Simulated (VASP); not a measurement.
## HfC: single point with PBE

Crystal: HfC.

```
CELL_PARAMETERS angstrom
0.00000 2.32500 2.32500
2.32500 0.00000 2.32500
2.32500 2.32500 0.00000
ATOMIC_POSITIONS crystal
Hf 0.50000 0.50000 0.50000
C 0.00000 0.00000 0.00000
```

```json
{
  "Program": "VASP 6.6.1",
  "Task": "single point",
  "Functional": "PBE",
  "Potentials or basis": "VASP PAW PBE potentials, release 64 (Hf_pv, C)",
  "Cutoff": "520 eV",
  "k mesh": "10 × 10 × 10",
  "Occupations": "fermi-dirac, width 0.05 eV",
  "Spin": "no spin polarisation",
  "Further INCAR settings": "ALGO = Normal; EDIFF = 1e-07; NBANDS = 14"
}
```

```json
{"Pressure": "-0.4 GPa", "Band gap on the k mesh": "none (metal or under the smearing width)"}
```

Levels at points of the mesh, in eV from the Fermi level:
| k point | band 5 | band 6 | band 7 | band 8 | band 9 | band 10 |
| --- | --- | --- | --- | --- | --- | --- |
| (0.00, 0.00, 0.00) | 0.97 | 0.97 | 0.97 | 1.36 | 1.36 | 1.36 |
| (0.50, 0.00, 0.00) | -6.17 | -3.01 | -3.01 | 5.29 | 5.29 | 5.75 |
| (0.50, 0.50, 0.00) | -2.62 | -1.80 | -0.13 | -0.13 | 5.28 | 6.71 |

Wall time 7.6 s on 1 thread of Intel(R) Xeon(R) Platinum 8559C (Emerald Rapids), on a shared host, peak memory 0.14 GiB.

The run has no spin-orbit coupling, so splittings on Hf are missing.
